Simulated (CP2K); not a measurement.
Runs of CP2K 2026.2 on HfO2. The structure is tetragonal, space group P4_2/nmc (No. 137). Conventional cell: a = 3.558 Å, b = 3.558 Å, c = 5.172 Å, α = 90.00°, β = 90.00°, γ = 90.00°. Hf (site symmetry -4m2) has 4 O at 2.05 Å as nearest neighbours. O (site symmetry 2mm) has 2 Hf at 2.05 Å as nearest neighbours. Measurements of this composition are mostly on another form, of space group No. 14.

```tsv
level	potentials or basis	spin	k points reduced by the point group	soc after scf	gap on the mesh (eV)	pressure (GPa)	largest force (eV/Å)
PBE	GTH_POTENTIALS Hf GTH-PBE-q12, O GTH-PBE-q6; DZVP-MOLOPT-SR-GTH basis	off	yes	-	(a)	2.3	0.06
LDA	GTH_SOC_POTENTIALS Hf GTH-PBE-q12, O GTH-PBE-q6; DZVP-MOLOPT-SR-GTH basis	SOC, no magnetisation	-	yes	-	-7.8	0.02
LDA	GTH_POTENTIALS Hf GTH-PBE-q12, O GTH-PBE-q6; DZVP-MOLOPT-SR-GTH basis	off	yes	-	4.65	-7.8	0.02
PBE	GTH_SOC_POTENTIALS Hf GTH-PBE-q12, O GTH-PBE-q6; DZVP-MOLOPT-SR-GTH basis	SOC, no magnetisation	-	yes	-	2.3	0.06
```

Alike in all rows: task band structure; cell as given; k mesh 8 × 8 × 5; smearing fermi-dirac 0.05 eV.

Fill in the values left out.

(a) 4.78.

Caveats: the basis of atomic orbitals isn't converged, which shifts pressures, moduli and gaps; spin-orbit coupling is left out, which moves the levels of the heavy elements (some runs); the potentials were made for another functional, which shifts forces and pressure (some runs).

A k mesh can miss the band edges, and rows without SOC leave out spin-orbit coupling on Hf.
